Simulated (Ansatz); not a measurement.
Write a Python script for Ansatz 0.2.0 through its Python package that makes a supercell folding check of SrO, space group P6_3mc. Level of theory (first run): PBEsol, PAW, cutoff 381 eV, 4×4×4 k-points, cold smearing of 0.1 eV.

```xyz
4
Lattice="4.2755 0.0000 0.0000 -2.1377 3.7027 0.0000 0.0000 0.0000 5.1556" Properties=species:S:1:pos:R:3 pbc="T T T"
Sr    0.0000    2.4684    4.8366
Sr    2.1377    1.2342    2.2588
O     0.0000    2.4684    2.2523
O     2.1377    1.2342    4.8301
```

The script, `sro.py`:
```python
import warnings

import ansatz as az
import numpy as np

FUNCTIONAL = "pbesol"
OCCUPATIONS = "cold"
MAX_ITERATIONS = 100

warnings.simplefilter("ignore", az.DeckWarning)

vectors = np.array([
    [4.27547, 0.0, 0.0],
    [-2.13773, 3.70266, 0.0],
    [0.0, 0.0, 5.15559],
])
system = (
    az.Lattice.of(vectors)
    .atom("Sr", [1 / 3, 2 / 3, 0.93813])
    .atom("Sr", [2 / 3, 1 / 3, 0.43813])
    .atom("O", [1 / 3, 2 / 3, 0.43687])
    .atom("O", [2 / 3, 1 / 3, 0.93687])
)

mesh = (4, 4, 4)
rows = []
for repeats in [(1, 1, 1), (1, 1, 2)]:
    setup = system.supercell(*repeats).calculation()
    setup = setup.functional(FUNCTIONAL)
    setup = setup.basis(28 * az.Ry)
    setup = setup.accuracy("low").occupations(OCCUPATIONS)
    setup = setup.scf(max_iterations=MAX_ITERATIONS).kpoints(*(k // n for k, n in zip(mesh, repeats)))
    r = setup.run(threads=1).report
    n = len(r["lattice"]["sites"])
    rows.append((repeats, n, r["free_energy_ev"] / n, r["fermi_energy_ev"], r["n_kpoints"], r["n_symmetry_ops"]))
print("       repeats           atoms       F/atom eV  Fermi level eV        k-points  symmetry operations")
for row in rows:
    print(f"{str(row[0]):>14s}  {row[1]:14d}  {row[2]:14.5f}  {row[3]:14.4f}  {row[4]:14d}  {row[5]:19d}")
```

Running `python sro.py` prints:
```text
       repeats           atoms       F/atom eV  Fermi level eV        k-points  symmetry operations
     (1, 1, 1)               4     -2027.96728          7.1519              12                   12
     (1, 1, 2)               8     -2027.96728          7.1518               8                   24
```

What to keep in mind:
- These settings explore the input space; cutoff and mesh may be short of convergence.
- The cutoff lies under the one recommended for these potentials.
- Within a few hundredths of an angstrom the cell has the higher group P6_3/mmc; the lower one is a small distortion.
- In a crystal with a gap the Fermi level's place inside it depends on smearing and mesh.
- The structure comes from a database of computed cells and needn't be a stable or known phase.
- The count of operations in a supercell holds its pure translations too, and an uneven repeat can lower the point group.
- The script silences the warnings on its input, which a real study should read.
- The whole script took 3.7 s on 1 thread of Arm Neoverse V2, with other jobs on the host, peak memory 0.39 GiB.

(Lines on the test bed's own set-up are left out of the output.)
